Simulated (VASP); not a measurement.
# SnO2 (Cassiterite) (P4_2/mnm) in VASP: a series of runs, part 2 of 2

VASP 6.6.1.

**3. Relaxation of cell and atoms, PBE**

INCAR

```
SYSTEM = SnO2
ALGO     = Fast           ! electronic algorithm
EDIFF    = 1E-6           ! SCF threshold, eV
EDIFFG   = -0.005         ! ionic threshold
ENCUT    = 600            ! plane-wave cutoff, eV
GGA      = PE             ! functional
IBRION   = 2              ! ionic algorithm
ISIF     = 3              ! what is computed and relaxed
ISMEAR   = -1             ! smearing method
LASPH    = .True.         ! aspherical terms in the spheres
LCHARG   = .False.        ! write CHGCAR
LREAL    = .False.        ! projectors in reciprocal space
LWAVE    = .False.        ! write WAVECAR
NELM     = 100            ! most SCF steps
NSW      = 60             ! ionic steps
PREC     = Accurate       ! precision mode
SIGMA    = 0.05           ! smearing width, eV
```

KPOINTS

```
k-points
0
Gamma
  7 7 9
  0 0 0
```

POSCAR

```
SnO2
1.0
    4.7380000000      0.0000000000      0.0000000000
    0.0000000000      4.7380000000      0.0000000000
    0.0000000000      0.0000000000      3.1865000000
Sn O
2 4
Direct
    0.0000000000      0.0000000000      0.0000000000
    0.5000000000      0.5000000000      0.5000000000
    0.3071000000      0.3071000000      0.0000000000
    0.1929000000      0.8071000000      0.5000000000
    0.6929000000      0.6929000000      0.0000000000
    0.8071000000      0.1929000000      0.5000000000
```

Potentials or basis: VASP PAW PBE potentials, release 64 (Sn_d, O).

Command:

```console
$ cat potpaw_PBE.64/Sn_d/POTCAR potpaw_PBE.64/O/POTCAR > POTCAR
$ mpirun -np 1 vasp_std > vasp.out
```

OUTCAR:

```text
SYSTEM = SnO2
   EDIFF = 1E-6
   EDIFFG = -0.005
   ENCUT = 600
   GGA = PE
   IBRION = 2
   ISIF = 3
   ISMEAR = -1
   LASPH = .True.
   LREAL = .False.
   NELM = 100
   NSW = 60
   PREC = Accurate

 ion  position               nearest neighbor table
   1  0.000  0.000  0.000-   4 2.05   6 2.05   4 2.05   6 2.05   5 2.06   3 2.06   2 3.71   2 3.71
                             2 3.71   2 3.71   2 3.71   2 3.71   2 3.71   2 3.71
   2  0.500  0.500  0.500-   3 2.05   5 2.05   3 2.05   5 2.05   4 2.06   6 2.06   1 3.71   1 3.71
                             1 3.71   1 3.71   1 3.71   1 3.71   1 3.71   1 3.71
   3  0.307  0.307  0.000-   2 2.05   2 2.05   1 2.06
   4  0.193  0.807  0.500-   1 2.05   1 2.05   2 2.06
   5  0.693  0.693  0.000-   2 2.05   2 2.05   1 2.06
   6  0.807  0.193  0.500-   1 2.05   1 2.05   2 2.06

  LATTYP: Found a simple tetragonal cell.
 ALAT       =     4.7380000000
[... 400 lines left out ...]
  ---------------------------------------------------
  ext. energy  EPLUGINS =         0.00000000
  ---------------------------------------------------
  free energy    TOTEN  =       -37.31194496 eV

  energy without entropy =      -37.31193531  energy(sigma->0) =      -37.31194014

 E-fermi :   5.8483     XC(G=0): -10.9644

 val. band max:        5.5049576357   @ k =   0.0000   0.0000   0.0000
 cond. band min:       6.1459847817   @ k =   0.0000   0.0000   0.0000
 fundamental gap:      0.6410271460
 Fermi energy:         5.8483466935

 k-point     1 :       0.0000    0.0000    0.0000
  band No.  band energies     occupation
      1     -15.5275      2.00000
      2     -14.8669      2.00000
      3     -14.6786      2.00000
      4     -14.6509      2.00000
      5     -14.6509      2.00000
      6     -14.5868      2.00000
[... 805 lines left out ...]
     30      13.6963      0.00000
     31      14.4045      0.00000

 [... further k-points ...]
[... 5 lines left out ...]
  --------------------------------------------------------------------------------------
  -------------------------------------------------------------------------------------
  Total        0.0163646      0.0163646      0.0271857     -0.0000000      0.0000000      0.0000000
  in kB        0.3466547      0.3466547      0.5758819     -0.0000000      0.0000000      0.0000000
  external PRESSURE =       0.4230638 kB  Pullay stress =       0.0000000 kB
[... 21 lines left out ...]
  FREE ENERGIE OF THE ION-ELECTRON SYSTEM (eV)
  ---------------------------------------------------
  free  energy   TOTEN  =       -37.3119449632 eV

  energy  without entropy=      -37.3119353129  energy(sigma->0) =      -37.31194014

 reached required accuracy - stopping structural energy minimisation
```

OSZICAR:

```text
N       E                     dE             d eps       ncg     rms          rms(c)
DAV:   1     0.700124000726E+03    0.70012E+03   -0.28627E+04  3352   0.287E+03
DAV:   2     0.643253210878E+02   -0.63580E+03   -0.61211E+03  3468   0.735E+02
DAV:   3    -0.378488381996E+02   -0.10217E+03   -0.99677E+02  3485   0.239E+02
[... 105 lines left out ...]
DAV:   1    -0.373120307904E+02   -0.88307E-04   -0.30136E-03  3929   0.769E-01    0.643E-02
RMM:   2    -0.373119582011E+02    0.72589E-04   -0.18815E-04  3212   0.129E-01    0.270E-02
RMM:   3    -0.373119445005E+02    0.13701E-04   -0.75957E-05  3644   0.808E-02    0.744E-03
RMM:   4    -0.373119446720E+02   -0.17145E-06   -0.12571E-05  3738   0.307E-02    0.295E-03
RMM:   5    -0.373119449632E+02   -0.29121E-06   -0.33466E-06  2350   0.146E-02
  14 F= -.37311945E+02 E0= -.37311940E+02  d E =-.254280E-05
```

CONTCAR:

```text
SnO2
   1.00000000000000
     4.8301480324039323    0.0000000000000000    0.0000000000000000
     0.0000000000000000    4.8301480324039323    0.0000000000000000
     0.0000000000000000    0.0000000000000000    3.2418791149791337
  Sn              O
     2     4
Direct
     1.0000000000000000    0.0000000000000000    1.0000000000000000
     0.5000000000000000    0.5000000000000000    0.5000000000000000
     0.3065220009436615    0.3065220009436615    0.0000000000000000
     0.1934779990563384    0.8065220009436616    0.5000000000000000
     0.6934779990563384    0.6934779990563384    0.0000000000000000
     0.8065220009436616    0.1934779990563384    0.5000000000000000

  0.00000000E+00  0.00000000E+00  0.00000000E+00
  0.00000000E+00  0.00000000E+00  0.00000000E+00
  0.00000000E+00  0.00000000E+00  0.00000000E+00
  0.00000000E+00  0.00000000E+00  0.00000000E+00
  0.00000000E+00  0.00000000E+00  0.00000000E+00
  0.00000000E+00  0.00000000E+00  0.00000000E+00
```

It took 13 min on 1 thread of Intel Xeon Platinum 8259CL at 2.50GHz (Skylake/Cascade Lake), shared host; peak memory 0.28 GiB.

What came out:

| Item | Value |
| --- | --- |
| Free energy | -37.3119 eV |
| Relaxed volume | 12.61 Å³/atom |
| Relaxed cell | a = 4.830 Å, b = 4.830 Å, c = 3.242 Å, α = 90.00°, β = 90.00°, γ = 90.00° |
| Space group after relaxing (to 0.05 Å) | P4_2/mnm (No. 136) |
| Energy gained by relaxing | 23.7 meV/atom |
| Ionic steps | 14 |
| Pressure after relaxing | 0.0 GPa |
| Band gap on the k mesh | 0.64 eV, direct |

Step by step:
```csv
step,energy change (eV),largest force (eV/Å),pressure (GPa),volume (Å³)
1,0.0000,0.2935,11.62,71.53
2,0.0637,0.3624,-10.59,80.86
3,-0.1404,0.0645,-0.02,75.52
4,-0.1404,0.0584,0.19,75.44
5,-0.1420,0.0040,0.06,75.58
6,-0.1422,0.0158,0.05,75.63
7,-0.1422,0.0182,0.02,75.64
8,-0.1422,0.0181,0.03,75.64
9,-0.1422,0.0018,-0.05,75.67
10,-0.1422,0.0002,-0.03,75.67
11,-0.1422,0.0019,-0.07,75.67
12,-0.1422,0.0010,-0.07,75.67
13,-0.1422,0.0010,-0.05,75.67
14,-0.1422,0.0010,0.04,75.63
```

Final structure:
```
Sn O
1.0
     4.83015    0.00000    0.00000
     0.00000    4.83015    0.00000
     0.00000    0.00000    3.24188
Sn O
2 4
Direct
  0.00000 0.00000 0.00000
  0.50000 0.50000 0.50000
  0.30652 0.30652 0.00000
  0.19348 0.80652 0.50000
  0.69348 0.69348 0.00000
  0.80652 0.19348 0.50000
```

Levels at points of the mesh, in eV from the valence-band top:
```
           k point  band 24  band 25  band 26  band 27  band 28  band 29
(0.00, 0.00, 0.00)    -0.74    -0.74     0.00     0.64     5.66     6.04
```

Caveat: spin-orbit coupling is left out, which moves the levels of the heavy elements. PBE usually gives volumes a little too large and moduli too small.

**4. Relaxation of cell and atoms, r2SCAN**

INCAR

```
SYSTEM = SnO2
  PREC = Accurate
  ENCUT = 600
  EDIFF = 1E-6
  ISMEAR = -1
  SIGMA = 0.05
  LREAL = .FALSE.
  LASPH = .TRUE.
  NELM = 80
  ALGO = Normal
  ISIF = 3
  LWAVE = .FALSE.
  LCHARG = .FALSE.
  METAGGA = R2SCAN
  LMIXTAU = .TRUE.
  IBRION = 2
  NSW = 60
  EDIFFG = -0.01
```

KPOINTS

```
Automatic mesh
0
G
  7 7 9
  0 0 0
```

POSCAR is that of step 3.

Command:

```console
$ cat potpaw_PBE.64/Sn_d/POTCAR potpaw_PBE.64/O/POTCAR > POTCAR
$ mpirun -np 1 vasp_std > vasp.out
```

Wall time 13 min (1 thread of Intel Xeon 6975P-C (Granite Rapids), shared host); peak memory 0.29 GiB.

The run converged. Its results:

| Property | Result |
| --- | --- |
| Free energy | -84.6428 eV |
| Relaxed volume | 12.13 Å³/atom |
| Relaxed cell | a = 4.763 Å, b = 4.763 Å, c = 3.209 Å, α = 90.00°, β = 90.00°, γ = 90.00° |
| Space group after relaxing (to 0.05 Å) | P4_2/mnm (No. 136) |
| Energy gained by relaxing | 3.6 meV/atom |
| Ionic steps | 5 |
| Pressure after relaxing | 0.0 GPa |
| Largest force after relaxing | 0.009 eV/Å |
| Band gap on the k mesh | 1.74 eV, direct |

Forces in eV/Å, atoms in the order of the input:
```
Sn   0.000  0.000  0.000
Sn   0.000  0.000  0.000
O   -0.006 -0.006  0.000
O    0.006 -0.006  0.000
O    0.006  0.006  0.000
O   -0.006  0.006  0.000
```

Stress tensor (GPa, compression positive):
```
 0.08  0.00  0.00
 0.00  0.08  0.00
 0.00  0.00 -0.06
```

The path:
```tsv
step	energy change (eV)	largest force (eV/Å)	pressure (GPa)	volume (Å³)
1	0.0000	0.2774	4.35	71.53
2	0.0242	0.2134	-6.12	74.93
3	-0.0214	0.0596	-0.18	72.88
4	-0.0214	0.0620	-0.08	72.86
5	-0.0219	0.0085	0.03	72.80
```

Final structure:
```
Sn O
1.0
     4.76322    0.00000    0.00000
     0.00000    4.76322    0.00000
     0.00000    0.00000    3.20855
Sn O
2 4
Cartesian
  0.0000 0.0000 0.0000
  2.3816 2.3816 1.6043
  1.4571 1.4571 0.0000
  0.9245 3.8387 1.6043
  3.3061 3.3061 0.0000
  3.8387 0.9245 1.6043
```

Levels at points of the mesh, in eV from the valence-band top:
```tsv
k point	band 24	band 25	band 26	band 27	band 28	band 29
(0.00, 0.00, 0.00)	-0.77	-0.77	0.00	1.74	6.76	7.02
```

Caveat: the PAW data sets were made with another functional, which shifts forces and pressure a little; spin-orbit coupling is left out, which moves the levels of the heavy elements. Zero-point motion and thermal expansion aren't in these numbers.

**5. Relaxation of cell and atoms, LDA**

INCAR

```
SYSTEM = SnO2
ALGO = Normal
EDIFF = 1E-6
EDIFFG = -0.02
ENCUT = 600
IBRION = 2
ISIF = 3
ISMEAR = -1
LASPH = .TRUE.
LCHARG = .FALSE.
LREAL = .FALSE.
LWAVE = .FALSE.
NELM = 60
NSW = 60
PREC = Accurate
SIGMA = 0.05
```

KPOINTS

```
k-points
0
G
  7 7 9
  0 0 0
```

POSCAR is that of step 4.

Potentials or basis: VASP PAW LDA potentials, release 64 (Sn_d, O).

Command:

```console
$ cat potpaw_LDA.64/Sn_d/POTCAR potpaw_LDA.64/O/POTCAR > POTCAR
$ mpirun -np 1 vasp_std > vasp.out
```

Wall time 4.3 min (1 thread of Intel Xeon Platinum 8559C (Emerald Rapids), shared host); peak memory 0.25 GiB.

Results (log left out):

| Property | Result |
| --- | --- |
| Free energy | -42.2924 eV |
| Relaxed volume | 11.90 Å³/atom |
| Relaxed cell | a = 4.728 Å, b = 4.728 Å, c = 3.195 Å, α = 90.00°, β = 90.00°, γ = 90.00° |
| Space group after relaxing (to 0.05 Å) | P4_2/mnm (No. 136) |
| Energy gained by relaxing | 0.6 meV/atom |
| Ionic steps | 5 |
| Pressure after relaxing | 0.0 GPa |
| Largest force after relaxing | 0.006 eV/Å |
| Band gap on the k mesh | 1.15 eV, direct |

Forces in eV/Å, atoms in the order of the input:
```
Sn   0.000  0.000  0.000
Sn   0.000  0.000  0.000
O    0.004  0.004  0.000
O   -0.004  0.004  0.000
O   -0.004 -0.004  0.000
O    0.004 -0.004  0.000
```

Stress tensor (GPa, compression positive):
```
-0.04  0.00  0.00
 0.00 -0.04  0.00
 0.00  0.00  0.07
```

The path:
```
step  energy change (eV)  largest force (eV/Å)  pressure (GPa)  volume (Å³)
   1              0.0000                0.1797            0.11        71.53
   2             -0.0032                0.0469           -0.65        71.62
   3             -0.0034                0.0022           -0.50        71.60
   4             -0.0034                0.0152            0.49        71.24
   5             -0.0037                0.0062            0.00        71.42
```

Final structure:
```
Sn O
1.0
     4.72788    0.00000    0.00000
     0.00000    4.72788    0.00000
     0.00000    0.00000    3.19518
Sn O
2 4
Direct
  0.00000 0.00000 0.00000
  0.50000 0.50000 0.50000
  0.30599 0.30599 0.00000
  0.19401 0.80599 0.50000
  0.69401 0.69401 0.00000
  0.80599 0.19401 0.50000
```

Levels at points of the mesh, in eV from the valence-band top:
| k point | band 24 | band 25 | band 26 | band 27 | band 28 | band 29 |
| --- | --- | --- | --- | --- | --- | --- |
| (0.00, 0.00, 0.00) | -0.81 | -0.81 | 0.00 | 1.15 | 5.93 | 6.05 |

Caveat: spin-orbit coupling is left out, which moves the levels of the heavy elements.

**6. Summary**

| level | potentials or basis | gap on the mesh (eV) | pressure (GPa) | relaxed volume (Å³/atom) | largest force (eV/Å) |
| --- | --- | --- | --- | --- | --- |
| PBEsol | VASP PAW PBE potentials, release 64 (Sn_d, O) | 0.88 | -0.1 | 12.21 | 0.02 |
| PBE | VASP PAW PBE potentials, release 64 (Sn_d, O) | 0.64 | 0.0 | 12.61 | - |
| r2SCAN | VASP PAW PBE potentials, release 64 (Sn_d, O) | 1.74 | 0.0 | 12.13 | 0.01 |
| LDA | VASP PAW LDA potentials, release 64 (Sn_d, O) | 1.15 | 0.0 | 11.90 | 0.01 |

Alike in all rows: task relaxation of cell and atoms; no spin polarisation; cell relaxed; k mesh 7 × 7 × 9; cutoff (eV) 600; smearing fermi-dirac 0.05 eV.

Caveats: spin-orbit coupling is left out, which moves the levels of the heavy elements; the PAW data sets were made with another functional, which shifts forces and pressure a little (some runs).

Absolute energies hang on the potentials; compare differences alone.
